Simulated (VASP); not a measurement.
**BaS in VASP 6.6.1, single-point calculation**

INCAR

```
ISMEAR = -1
NELM = 81
NSW = 0
IBRION = -1
SIGMA = 0.02
EDIFF = 1E-7
LREAL = .FALSE.
ISIF = 2
LCHARG = .FALSE.
LWAVE = .FALSE.
NBANDS = 32
PREC = Accurate
ENCUT = 600
GGA = PE
LASPH = .FALSE.
```

KPOINTS

```
KPOINTS created by Atomic Simulation Environment
0
Gamma
6 6 6
0 0 0
```

POSCAR

```
Ba S
 1.0000000000000000
     0.0000000000000000    3.3452008881999999    3.7894180099999999
     3.3452008881999999    0.0000000000000000    3.7894180099999999
     3.3452008881999999    3.3452008881999999    0.0000000000000000
 Ba  S
   1   1
Cartesian
  0.0000000000000000  0.0000000000000000  0.0000000000000000
  1.6726004441000000  1.6726004441000000  1.8947090049999999
```

The recommended PBE PAW datasets give the neutral cell 16 valence electrons.

Command

```
mpirun -np 1 vasp_std
```

OSZICAR

```
N       E                     dE             d eps       ncg     rms          rms(c)
DAV:   1     0.841470948281E+02    0.84147E+02   -0.63787E+03  1920   0.474E+02
DAV:   2    -0.509683946658E+01   -0.89244E+02   -0.80815E+02  2424   0.109E+02
DAV:   3    -0.105989722399E+02   -0.55021E+01   -0.54293E+01  2544   0.235E+01
DAV:   4    -0.106782064169E+02   -0.79234E-01   -0.79178E-01  2320   0.275E+00
DAV:   5    -0.106797553587E+02   -0.15489E-02   -0.15489E-02  2424   0.340E-01    0.519E+00
DAV:   6    -0.972414507147E+01    0.95561E+00   -0.30776E-01  2264   0.292E+00    0.381E+00
DAV:   7    -0.968224649837E+01    0.41899E-01   -0.19554E-01  2512   0.143E+00    0.217E+00
DAV:   8    -0.970238531852E+01   -0.20139E-01   -0.24409E-02  2232   0.710E-01    0.285E-01
DAV:   9    -0.970496331995E+01   -0.25780E-02   -0.46666E-03  2392   0.328E-01    0.344E-01
DAV:  10    -0.970664126511E+01   -0.16779E-02   -0.87226E-04  2280   0.913E-02    0.121E-01
DAV:  11    -0.970866848263E+01   -0.20272E-02   -0.13981E-03  2184   0.126E-01    0.261E-02
DAV:  12    -0.970871303369E+01   -0.44551E-04   -0.39390E-05  2504   0.259E-02    0.867E-03
DAV:  13    -0.970872258759E+01   -0.95539E-05   -0.76917E-06  2224   0.125E-02    0.843E-03
DAV:  14    -0.970872448858E+01   -0.19010E-05   -0.21470E-06  2360   0.584E-03    0.141E-03
DAV:  15    -0.970872436116E+01    0.12743E-06   -0.15066E-07  2400   0.165E-03    0.124E-03
DAV:  16    -0.970872437573E+01   -0.14576E-07   -0.11192E-08  2112   0.381E-04
   1 F= -.97087244E+01 E0= -.97087244E+01  d E =-.616760E-12
```

Standard output (part)

```
POSCAR found type information on POSCAR BaS
 POSCAR found :  2 types and       2 ions
 LDA part: xc-table for (Slater+PW92), standard interpolation
 POSCAR, INCAR and KPOINTS ok, starting setup
 WAVECAR not read
 entering main loop
```

From OUTCAR

```
k-points           NKPTS =     30   k-points in BZ     NKDIM =     30   number of bands    NBANDS=     32

   NELECT =      16.0000    total number of electrons

   dimension x,y,z NGX =    40 NGY =   40 NGZ =   40
   dimension x,y,z NGXF=    80 NGYF=   80 NGZF=   80

  energy-cutoff  :      600.00
  volume of cell :       84.81
      direct lattice vectors                 reciprocal lattice vectors
     0.000000000  3.345200888  3.789418010    -0.149467855  0.149467855  0.131946383
     3.345200888  0.000000000  3.789418010     0.149467855 -0.149467855  0.131946383
     3.345200888  3.345200888  0.000000000     0.149467855  0.149467855 -0.131946383

 k-points in reciprocal lattice and weights: KPOINTS created by Atomic Simulation Env
   0.00000000  0.00000000  0.00000000       0.005
   0.16666667  0.00000000  0.00000000       0.037
   0.33333333  0.00000000  0.00000000       0.037
   0.50000000  0.00000000  0.00000000       0.019
   0.16666667  0.16666667  0.00000000       0.009
   0.33333333  0.16666667  0.00000000       0.037
   0.50000000  0.16666667  0.00000000       0.037
  -0.33333333  0.16666667  0.00000000       0.037
   ...

 E-fermi :   0.5097

 k-point     1 :       0.0000    0.0000    0.0000
  band No.  band energies     occupation
      1     -26.1124      2.00000
      2     -11.2995      2.00000
      3     -11.2995      2.00000
      4     -11.2842      2.00000
      5      -9.9942      2.00000
      6      -0.7940      2.00000
      7      -0.7000      2.00000
      8      -0.7000      2.00000
      9       2.7186      0.00000
     10       4.5726      0.00000
     11       5.4681      0.00000
     12       6.2918      0.00000
     13       7.3095      0.00000
     14       7.3095      0.00000
     15       9.5209      0.00000
     16      10.2760      0.00000
     17      10.2760      0.00000
     18      11.1569      0.00000
     19      13.7374      0.00000
     20      13.7374      0.00000
     21      14.1902      0.00000
     22      14.2181      0.00000
     23      14.4149      0.00000
     24      16.6225      0.00000
     25      18.5911      0.00000
     26      19.3563      0.00000
     27      19.9915      0.00000
     28      19.9915      0.00000
     29      20.6112      0.00000
     30      20.6112      0.00000
     31      20.8066      0.00000
     32      20.8066      0.00000

 ...

  Total        0.6377030      0.6377030      0.2124368      0.0000000      0.0000000     -0.0000000
  in kB       12.0470898     12.0470898      4.0132245      0.0000000      0.0000000     -0.0000000
  external PRESSURE =       9.3691347 kB  Pullay stress =       0.0000000 kB

 POSITION                                       TOTAL-FORCE (eV/Angst)
 -----------------------------------------------------------------------------------
      0.00000      0.00000      0.00000         0.000000      0.000000      0.000000
      1.67260      1.67260      1.89471        -0.000000     -0.000000     -0.000000
 -----------------------------------------------------------------------------------
    total drift:                                0.000000      0.000000      0.000000

  FREE ENERGIE OF THE ION-ELECTRON SYSTEM (eV)
  ---------------------------------------------------
  free  energy   TOTEN  =        -9.7087243757 eV

  energy  without entropy=       -9.7087243757  energy(sigma->0) =       -9.70872438
```

It converged. Results: gap between bands v and c on the k mesh 2.70 eV; least direct gap on the k mesh 3.16 eV; pressure 0.9 GPa. Band v is the last that the valence electrons fill when counted band by band, and c is the next.

For comparison, a separate PBE run of the intended cell, on usual settings and not on those above, gives a gap of 2.70 eV on its mesh and a pressure of 0.9 GPa.

The run above took about 44 s on one core of a shared host (Intel Xeon 6975P-C) and held 0.25 GiB at most.
